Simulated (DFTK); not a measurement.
The system is Au.

```
CELL_PARAMETERS angstrom
0.00000 2.03500 2.03500
2.03500 0.00000 2.03500
2.03500 2.03500 0.00000
ATOMIC_POSITIONS crystal
Au 0.00000 0.00000 0.00000
```

Base run:

| Quantity | Value |
| --- | --- |
| Program | DFTK 0.8.2 |
| Functional | PBEsol |
| Potentials or basis | cp2k.nc.sr.pbe.v0_1.semicore.gth (PBE, GTH) |
| Cutoff | 1197 eV |
| k mesh | 11 × 11 × 11 |
| Occupations | fermi-dirac, width 0.05 eV |
| Spin | no spin polarisation |

Its results: band gap on the k mesh none (metal or under the smearing width); pressure 8.1 GPa.

The run is repeated on the same cell with these changes: potentials or basis from cp2k.nc.sr.pbe.v0_1.semicore.gth (PBE, GTH) to dojo.nc.sr.pbesol.v0_4_1.standard.upf (PBEsol); cutoff from 1197 eV to 1034 eV; valence electrons from 11 to 19. What comes out?

Band gap on the k mesh none (metal or under the smearing width); pressure 1.2 GPa.

Caveats: GTH potentials come without recommended cutoffs, and this one wasn't checked for convergence (some runs); the potentials were made for another functional, which shifts forces and pressure (some runs); spin-orbit coupling is left out, which moves the levels of the heavy elements (some runs).
